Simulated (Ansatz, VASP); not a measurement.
# Ru in VASP and in Ansatz

INCAR

```
PREC = Accurate
ENCUT = 520
EDIFF = 1E-7
ISMEAR = 0
SIGMA = 0.15
LREAL = F
LASPH = T
NELM = 80
ALGO = Fast
ISIF = 2
LWAVE = F
LCHARG = F
GGA = PS
NBANDS = 21
```

KPOINTS

```
Automatic mesh
0
Gamma
  21 21 12
```

Contents of POSCAR:

```
Ru
1.0
    2.7311850686      0.0000000000      0.0000000000
   -1.3655925343      2.3652756519      0.0000000000
    0.0000000000      0.0000000000      4.3879219312
Ru
2
Direct
    0.3333333333      0.6666666667      0.2500000000
    0.6666666667      0.3333333333      0.7500000000
```

Input for Ansatz:

```yaml
crystal:
  lattice:
    - [2.7311850686, 0.0, 0.0]
    - [-1.3655925343, 2.3652756519, 0.0]
    - [0.0, 0.0, 4.3879219312]
  atoms:
    - { symbol: Ru, position: [0.3333333333, 0.6666666667, 0.25] }
    - { symbol: Ru, position: [0.6666666667, 0.3333333333, 0.75] }
basis:
  ecutwfc: 420
kpoints:
  mp_grid: { grid: [21, 21, 12] }
hamiltonian:
  xc: pbesol
  pseudopotentials: { kind: paw, azcp: { folder: soft_1 } }
scf:
  occupations: { method: gaussian, width: 0.15 }
output:
  forces: true
  stress: true
  eigenvalues: true
```

Alike in both runs: task single point; functional PBEsol; k mesh 21 × 21 × 12; occupations gaussian, width 0.15 eV; no spin polarisation.

|  | VASP | Ansatz |
| --- | --- | --- |
| version | VASP 6.6.1 | Ansatz 0.2.0 |
| potentials or method | VASP PAW PBE potentials, release 64 (Ru_pv) | scalar-relativistic, plane waves, PAW |
| plane-wave cutoff (eV) | 520 | 420 |
| valence electrons in the cell | 28 | 32 |

```tsv
	VASP	Ansatz	Ansatz less VASP
gap on the k mesh at the Fermi level (eV)	none	none	-
pressure (GPa)	-18.7	-18.6	+0.14
largest component of the traceless stress (GPa)	5.40	5.41	+0.007
```

A gap of «none» marks a metal or a gap that the smearing closes. The two sets of potentials don't hold the same shells in valence. Ansatz warned: «pseudo_functional_mismatch».

Caveats: so large a pressure means that the cell lies far from this level's equilibrium, or that cutoff or potentials fall short (VASP); the potentials were made for another functional, which shifts forces and pressure (VASP).
